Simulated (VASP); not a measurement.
The system is ZrS.

```
Zr S
1.0
     0.00000   -2.62500   -2.62500
     2.62500    0.00000   -2.62500
     2.62500   -2.62500    0.00000
Zr S
1 1
Direct
  0.00000 0.00000 0.00000
  0.50000 0.50000 0.50000
```

| Quantity | Value |
| --- | --- |
| Program | VASP 6.6.1 |
| Task | relaxation of cell and atoms |
| Functional | PBEsol |
| Potentials or basis | VASP PAW PBE potentials, release 64 (Zr_sv, S) |
| Cutoff | 600 eV |
| k mesh | 14 × 14 × 14 |
| Occupations | gaussian, width 0.1 eV |
| Spin | no spin polarisation |

At the start: pressure -6.2 GPa; volume 18.09 Å³/atom.

Question: How do energy, volume and symmetry change on relaxing?

Answer: Over 5 steps the energy falls by 16.6 meV/atom and the volume is 17.27 Å³/atom (-4.5 %); space group Fm-3m (No. 225, to 0.05 Å).

Step by step:
```csv
step,energy change (eV),largest force (eV/Å),pressure (GPa),volume (Å³)
1,0.0000,0.0000,-6.21,36.18
2,0.0202,0.0000,9.49,32.63
3,-0.0333,0.0000,-0.09,34.55
4,-0.0333,0.0000,0.05,34.52
5,-0.0333,0.0000,0.00,34.54
```

Final structure:
```
CELL_PARAMETERS angstrom
0.00000 -2.58487 -2.58487
2.58487 0.00000 -2.58487
2.58487 -2.58487 0.00000
ATOMIC_POSITIONS crystal
Zr 0.00000 0.00000 0.00000
S 0.50000 0.50000 0.50000
```

Caveat: the PAW data sets were made with another functional, which shifts forces and pressure a little.
